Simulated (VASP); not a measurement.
# Quasi-harmonic expansion of CaO (Lime) (Fm-3m), part 6 of 6

Wanted: volume, bulk modulus and heat capacity of CaO (Lime) against temperature. The start is a cell from a database of measured crystal structures.

VASP 6.6.1; PBEsol; plane waves and PAW (Ca_sv, O).

So far. Step 11 (Force constants in the supercell, volume scale 0.98): The vibrational free energy is 33.6 meV/atom at 280 K.

**17. Side by side**

Times are for 12 MPI ranks of Intel Xeon Platinum 8259CL at 2.50GHz (Skylake/Cascade Lake), shared host. The series side by side:

```
no.  volume scale  free energy 300 (meV/atom)  zero point energy (meV/atom)  highest frequency (cm⁻¹)    time  memory (GiB)
  1          0.98                       29.59                         55.05                     531.0  23 min            14
  2             1                       26.78                         53.37                     519.9  26 min            14
  3          1.02                       23.94                         51.73                     509.4  28 min            14
  4          1.04                       21.07                         50.12                     499.1  28 min            14
  5          1.06                       18.13                         48.54                     489.2  28 min            14
  6          1.08                       15.13                         46.99                     479.9  28 min            14
```

The runs together. Table of vibrational free energy by temperature; values in meV/atom:

```
temperature (K)   0.98      1   1.02   1.04   1.06    1.08
              0   55.0   53.4   51.7   50.1   48.5    47.0
             80   54.7   52.9   51.3   49.6   48.0    46.4
            160   50.5   48.5   46.6   44.6   42.6    40.7
            280   33.6   30.9   28.2   25.5   22.7    19.8
            360   16.0   12.8   9.51   6.19   2.78  -0.701
            440  -5.60  -9.42  -13.3  -17.2  -21.3   -25.4
            520  -30.7  -35.1  -39.6  -44.2  -48.9   -53.7
            640  -73.8  -79.2  -84.6  -90.1  -95.9    -102
            720   -106   -112   -118   -124   -130    -137
            800   -140   -147   -153   -160   -167    -174
            880   -176   -183   -191   -198   -206    -214
            960   -214   -222   -230   -238   -247    -255
           1080   -274   -283   -292   -301   -311    -320
           1160   -316   -326   -335   -345   -355    -366
           1240   -360   -370   -380   -391   -402    -413
```

**18. Thermal expansion**

This step: quasi-harmonic approximation, PBEsol, no electronic free energy; plane waves and PAW (VASP 6.6.1).

At each temperature the sum of static and vibrational free energy is fitted against volume; its minimum is the volume at that temperature.

Derived from the runs above.

Numbers from this step:

- volume expansion 300: 39.61 1e-6/K
- volume 300: 13.85 Å³/atom
- bulk modulus 300: 106.2 GPa
- heat capacity p 300: 21.73 J/K/mol of atoms
- static volume: 13.64 Å³/atom

The volume by temperature:

temperature (K), volume (Å³/atom) and a bar from the least value:
```
        0       13.8 
       20       13.8 
       60       13.8 
       80       13.8 
      120       13.8 #
      140       13.8 #
      180       13.8 #
      200       13.8 ##
      220       13.8 ##
      260       13.8 ###
      280       13.8 ####
      320       13.9 #####
      340       13.9 #####
      380       13.9 ######
      400       13.9 #######
      420       13.9 ########
      460       13.9 #########
      480       14.0 #########
      520       14.0 ###########
      540       14.0 ###########
      580       14.0 ############
      600       14.0 #############
      640       14.1 ##############
      660       14.1 ###############
      680       14.1 ################
      720       14.1 #################
      740       14.1 ##################
      780       14.2 ###################
      800       14.2 ####################
      840       14.2 #####################
      860       14.2 ######################
      880       14.2 #######################
      920       14.3 ########################
      940       14.3 #########################
      980       14.3 ###########################
     1000       14.3 ############################
     1040       14.4 #############################
     1060       14.4 ##############################
```

Volume expansion coefficient against temperature:

```
temperature (K)  volume expansion coefficient (1e-6/K)
             40                                   1.62
             60                                   4.75
            100                                   14.7
            120                                   19.4
            160                                   27.0
            180                                   29.8
            200                                   32.2
            240                                   35.8
            260                                   37.3
            280                                   38.5
            320                                   40.6
            340                                   41.5
            380                                   43.0
            400                                   43.7
            420                                   44.4
            460                                   45.6
            480                                   46.2
            500                                   46.7
            540                                   47.8
            560                                   48.3
            600                                   49.3
            620                                   49.8
            640                                   50.3
            680                                   51.3
            700                                   51.8
            720                                   52.3
            760                                   53.3
            780                                   53.8
            820                                   54.8
            840                                   55.3
            860                                   55.8
            900                                   56.9
            920                                   57.4
            940                                   57.9
            980                                   59.0
           1000                                   59.6
           1040                                   60.8
           1060                                   61.1
```

The isothermal bulk modulus by temperature:

```
temperature (K)  isothermal bulk modulus (GPa)
              0                            112
             40                            112
             80                            112
            100                            111
            140                            110
            180                            109
            220                            108
            260                            107
            300                            106
            320                            106
            360                            104
            400                            103
            440                            102
            480                            101
            520                           99.8
            540                           99.1
            580                           98.0
            620                           96.7
            660                           95.5
            700                           94.3
            740                           93.1
            760                           92.5
            800                           91.3
            840                           90.0
            880                           88.8
            920                           87.5
            960                           86.3
            980                           85.6
           1020                           84.4
           1060                           83.1
```

The heat capacity by temperature; values in J/K/mol of atoms:

```
temperature (K)    Cp    Cv
              0     0     0
             60  2.83  2.83
            100  8.49  8.47
            160  15.2  15.1
            200  18.0  17.8
            260  20.6  20.3
            300  21.7  21.3
            360  22.9  22.3
            400  23.5  22.8
            460  24.1  23.3
            500  24.5  23.6
            560  24.9  23.8
            600  25.2  24.0
            660  25.5  24.2
            700  25.7  24.2
            760  26.1  24.4
            800  26.2  24.4
            860  26.5  24.5
            900  26.7  24.5
            960  27.0  24.6
           1000  27.2  24.6
           1060  27.5  24.7
```

**19. What came out**

```json
{
  "volume expansion at 300 K": "39.6 1e-6/K",
  "volume at 300 K": "13.8 Å³/atom",
  "bulk modulus at 300 K": "106 GPa",
  "heat capacity at constant pressure, 300 K": "21.7 J/K/mol of atoms"
}
```

What this shows: The volume grows by 39.6 millionths per kelvin at 300 K, and lies 1.5 % above the static minimum there. The vibrational free energies scatter by 0.01 meV/atom about their fit near 300 K. A fit linear in ln V would give 39.9 millionths per kelvin and 109 GPa at 300 K, which shows how far the choice of fit matters. Phonon-phonon terms beyond the change with volume and the long-range dipole term are left out, and the supercell is small, so the curves are least sure at high temperature.

[Lines on the potential files, build, host, timing and source positions are cut from VASP's logs without a mark.]

[Logs are printed without paths, hosts, clocks, repeated set-up lines and the standing remarks that a program may print on its own settings, such as how far it seeks lower states.]

[Hosts, paths, dates, database ids (printed as entryN), source tags and the programs' standing remarks are cut or masked in the printed files.]

[In band tables of VASP the shares of atoms and orbitals are scaled to a sum of 1 inside the atoms' spheres.]
